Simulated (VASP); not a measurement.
**C: phonons with PBEsol**

C, a slab with vacuum:

```
CELL_PARAMETERS angstrom
2.46095 0.00000 0.00000
1.23048 2.13125 0.00000
0.00000 0.00000 21.37181
ATOMIC_POSITIONS crystal
C 0.00000 0.00000 0.41572
C 0.66667 0.66667 0.41573
C 0.66667 0.66667 0.58385
C 0.33333 0.33333 0.58387
```

```
Program                : VASP 6.6.1
Task                   : phonons
Functional             : PBEsol
Potentials or basis    : VASP PAW PBE potentials, release 64 (C)
Cutoff                 : 600 eV
k mesh                 : 18 × 18 × 1
Occupations            : gaussian, width 0.05 eV
Spin                   : no spin polarisation
Dipole correction      : yes
Further INCAR settings : ALGO = Normal; EDIFF = 1e-08; IBRION = 8; NSW = 1
```

The highest phonon frequency at Γ is 1558 cm⁻¹.

Phonon frequencies in cm⁻¹ (negative: imaginary):
```tsv
q point	frequencies
(0.000, 0.000, 0.000)	0 0 0 16 16 45 873 874 1558 1558 1558 1558
```

Run time: 26 min on 1 thread of Intel(R) Xeon(R) Platinum 8259CL CPU @ 2.50GHz (Skylake/Cascade Lake), with other jobs on the host, peak memory 0.67 GiB.
